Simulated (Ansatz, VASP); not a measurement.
## Two plane-wave programs on Ti

```
Ti
1.0
    -1.64100    1.64100    1.64100
     1.64100   -1.64100    1.64100
     1.64100    1.64100   -1.64100
Ti
1
Cartesian
  0.0000 0.0000 0.0000
```

This isn't the form of Ti at room conditions, which is hcp.

Alike in both runs: task single point; functional PBE; k mesh 11 × 11 × 11; occupations gaussian, width 0.022 eV; no spin polarisation.

|  | VASP | Ansatz |
| --- | --- | --- |
| version | VASP 6.6.1 | Ansatz 0.2.0 |
| potentials or method | VASP PAW PBE potentials, release 64 (Ti_sv) | Ansatz PAW |
| plane-wave cutoff (eV) | 520 | 420 |
| valence electrons in the cell | 12 | 12 |

```csv
,VASP,Ansatz,Ansatz less VASP
gap on the k mesh at the Fermi level (eV),none,none,-
pressure (GPa),-3.1,-2.9,+0.24
```

A gap of «none» marks a metal or a gap that the smearing closes.
